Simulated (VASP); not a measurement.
```
CELL_PARAMETERS angstrom
0.00000 2.71550 2.71550
2.71550 0.00000 2.71550
2.71550 2.71550 0.00000
ATOMIC_POSITIONS crystal
Si 0.00000 0.00000 0.00000
Si 0.25000 0.25000 0.25000
```

```
datasets        : PAW potentials of the _GW family
k mesh          : 6×6×6
bands in all    : 403
response cutoff : 180 eV
frequencies     : real axis, 200 points
long-wave heads : k·p
q → 0 term      : probe-charge (Ewald) weight
band sums       : cut at the band count
```

A G0W0 run in VASP gave a mean-field gap (from Γ to X) of 0.60 eV and a quasiparticle gap of 1.19 eV, with ε∞ = 16.3 on this mesh.

Q: Which functional supplied the orbitals?
A. PBE
B. LDA

A: B. For comparison, on the same cell, mesh, edges, bands and response cutoff: PBE 0.71 → 1.24 eV. Wave cutoffs: LDA 306.7 eV, PBE 306.7 eV. The LDA run takes the potentials made with LDA, the others those of PBE.

Band sums or response are cut, so the gap isn't at its basis limit. The gap is read among the points solved; the crystal's band edges can lie elsewhere. Meshes this coarse can overestimate the dielectric constant by a tenth and more.
